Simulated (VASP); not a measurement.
Input of a VASP 6.6.1 run:

INCAR

```
PREC = Accurate ; ENCUT = 600
EDIFF = 1E-6 ; ISMEAR = 1
SIGMA = 0.1 ; LREAL = False
LASPH = True ; NELM = 150
ALGO = Normal ; ISIF = 2
LWAVE = False ; LCHARG = False
ISPIN = 2 ; MAGMOM = 3 -3 3 -3 0 0 0 0 0 0
LORBIT = 11 ; LMAXMIX = 4
GGA = PE ; NBANDS = 57
AMIX = 0.2 ; BMIX = 1E-4
AMIX_MAG = 0.8 ; BMIX_MAG = 1E-4
KPAR = 4
```

Contents of KPOINTS:

```
Automatic mesh
0
Gamma
  9 9 9
```

File POSCAR:

```
Cr2O3
1.0
    2.4785000000      1.4309626400      4.5307666700
   -2.4785000000      1.4309626400      4.5307666700
    0.0000000000     -2.8619252800      4.5307666700
Cr O
4 6
Direct
    0.3474800000      0.3474800000      0.3474800000
    0.1525200000      0.1525200000      0.1525200000
    0.6525200000      0.6525200000      0.6525200000
    0.8474800000      0.8474800000      0.8474800000
    0.5558000000      0.9442000000      0.2500000000
    0.2500000000      0.5558000000      0.9442000000
    0.9442000000      0.2500000000      0.5558000000
    0.4442000000      0.0558000000      0.7500000000
    0.7500000000      0.4442000000      0.0558000000
    0.0558000000      0.7500000000      0.4442000000
```

Potentials or basis: VASP PAW PBE potentials, release 64 (Cr_pv, O).

Run with:

```console
$ cat potpaw_PBE.64/Cr_pv/POTCAR potpaw_PBE.64/O/POTCAR > POTCAR
$ mpirun -np 4 vasp_std > vasp.out
```

Problem. What does it give for the net moment?

Solution. 0.00 μB per cell.

Problem. Predict the site moments.

Solution. Cr +2.61, -2.61; O +0.00 μB.

Problem. Estimate the band gap on the k mesh.

Solution. 1.14 eV, indirect (least direct gap 1.17 eV).

Stress tensor (GPa, compression positive):
```
6.90 0.00 0.00
0.00 6.90 0.00
0.00 0.00 0.30
```

Caveat: an odd mesh through Γ misses points on the zone boundary, where band edges often lie.
